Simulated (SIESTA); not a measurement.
## TaN in SIESTA: the effect of basis

Crystal: TaN.

```
Ta N
1.0
     0.00000    2.21132    2.21132
     2.21132    0.00000    2.21132
     2.21132    2.21132    0.00000
Ta N
1 1
Direct
  0.50000 0.50000 0.50000
  0.00000 0.00000 0.00000
```

The cell comes from a database or a generator and needn't be the stable form of this composition.

Alike in all runs:

- Program: SIESTA 5.4.2
- Task: band structure
- Functional: PBE
- Potentials or basis: PseudoDojo 0.4 standard (PBE files)
- Grid cutoff: 800 Ry
- Energy shift: 0.003 Ry
- k mesh: 10 × 10 × 10
- Occupations: fermi-dirac, width 0.05 eV
- Spin: no spin polarisation

```tsv
basis	pressure (GPa)
SZ	3.9
SZP	7.3
DZ	9.5
DZP	5.1
DZDP	2.5
TZP	2.9
TZDP	?
```

Problem. What does the run with basis TZDP give?

Solution. Pressure 1.9 GPa.

Caveats: short orbitals over semicore shells can move pressures by several GPa; the basis of atomic orbitals isn't converged, which shifts pressures, moduli and gaps; the basis has no polarisation orbitals (some runs).
